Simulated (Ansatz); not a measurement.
A 3-atom cell of SnS2 started from a crystallographic database, relaxed with r2SCAN+rVV10: 5 runs in the PAW code Ansatz, each a construction of maximally localised Wannier functions. The symmetry is P-3m1 (No. 164, trigonal); a = 3.661 Å, c = 5.962 Å in the conventional setting, 23.06 Å³ an atom. Around Sn lie 6 S at 2.57 Å; around S lie 3 Sn at 2.57 Å. The values are computed, spin-unpolarised, and not measurements.

```xyz
3
Lattice="3.6608 0.0000 0.0000 -1.8304 3.1703 0.0000 0.0000 0.0000 5.9618" Properties=species:S:1:pos:R:3 pbc="T T T"
Sn    0.0000    0.0000    0.0000
S     0.0000    2.1135    1.4642
S     1.8304    1.0568    4.4976
```

Windows count from the top of the filled bands; a dash means that no such window was set (without an outer window there is no disentanglement).

```csv
functional,SCF mesh,trial orbitals,functions,mesh,window (eV),frozen (eV),Ω total (Å²),Ω invariant (Å²),largest spread (Å²),least projectability,"interpolation miss of the model's filled bands (eV, to the nearest computed level)"
PBE,6×6×4,"S s, S p",8,6×6×4,–,–,12.66,11.25,1.63,0.62,0.051
PBE,6×6×4,"S s, S p",8,6×6×2,–,–,12.24,10.77,1.57,0.62,0.138
PBE,6×6×4,"S s, S p",8,12×12×4,–,–,13.23,11.89,1.71,0.62,0.024
r2SCAN,6×6×4,"S s, S p",8,6×6×4,–,–,12.29,10.90,1.57,0.64,0.045
HSE06,6×6×4,"S s, S p",8,6×6×4,–,–,12.06,10.71,1.55,0.66,–
```

A dash in the last column means that the miss wasn't evaluated.

For S s, S p with PBE the spread goes 12.24 Å² (6×6×2), 12.66 Å² (6×6×4), 13.23 Å² (12×12×4): finite differences on a coarse mesh understate it.

Spin-orbit coupling is left out.
